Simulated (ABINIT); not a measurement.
Runs of ABINIT 10.8.3 (patched build) on Se. Symmetry: P3_121, No. 152, trigonal system. The conventional cell has a = 4.366 Å, b = 4.366 Å, c = 4.954 Å, α = 90.00°, β = 90.00°, γ = 120.00°. Se (site symmetry 2) is surrounded by 2 Se at 2.37 Å. 

```csv
task,level,potentials or basis,spin,cell,k mesh,cutoff (eV),smearing,fine-grid cutoff,k mesh for the DOS,other keys,gap on the mesh (eV),pressure (GPa),largest force (eV/Å)
single point,LDA-Teter,JTH PAW LDA v2.0,"collinear, ferromagnetic start",as given,"7 × 7 × 6, shifted",408,fermi-dirac 0.136 eV,816.342 eV,-,"kshift = [0.5, 0.5, 0.5]",(a),-1.2,0.25
single point,PBE,JTH PAW PBE v2.0,off,"atoms moved at random, drawn with an rms of 0.05 Å",7 × 7 × 6,408,fermi-dirac 0.05 eV,816.342 eV,-,-,0.91,2.5,0.64
projected density of states,LDA-VWN,JTH PAW LDA v2.0,"SOC, no magnetisation",as given,7 × 7 × 6,272,fermi-dirac 0.136 eV,544.228 eV,10 × 10 × 8,-,(b),-1.2,0.25
single point,PBE,JTH PAW PBE v2.0,off,as given,7 × 7 × 6,408,fermi-dirac 0.05 eV,816.342 eV,-,-,1.21,2.7,0.42
```

Problem. Estimate the missing entries.

Solution. (a) 1.22; (b) 1.03.

Caveats: an odd mesh through Γ misses points on the zone boundary, where band edges often lie (some runs); the atomic spheres overlap (some runs).

A k mesh can miss the band edges, and rows without SOC leave out spin-orbit coupling on Se.
